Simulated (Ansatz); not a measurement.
Crystal: PbSe.

```
Pb Se
1.0
     3.78432    0.00000    0.00000
     0.00000    3.78432    0.00000
     0.00000    0.00000    3.78432
Pb Se
1 1
Direct
  0.00000 0.00000 0.00000
  0.50000 0.50000 0.50000
```

Measurements of this composition are mostly on another form, of space group No. 225.

Base run:

- Program: Ansatz 0.2.0
- Functional: PBEsol
- Potentials or basis: Ansatz PAW
- Cutoff: 420 eV (not typed: the program's choice for these potentials)
- k mesh: 5 × 5 × 5
- Occupations: fermi-dirac, width 0.05 eV
- Spin: spin-orbit coupling, no magnetisation

Its results: band gap on the k mesh none (metal or under the smearing width); pressure -3.5 GPa.

Task: The run is repeated on the same cell with these changes: functional from PBEsol to LDA. What comes out?

Result: Band gap on the k mesh none (metal or under the smearing width); pressure -5.0 GPa.

LDA binds more tightly than PBEsol, so the same cell stands under less pressure.

Caveats: the PAW data sets come from PBE, with cores solved anew for the run's functional, which leaves a small shift of forces and pressure.
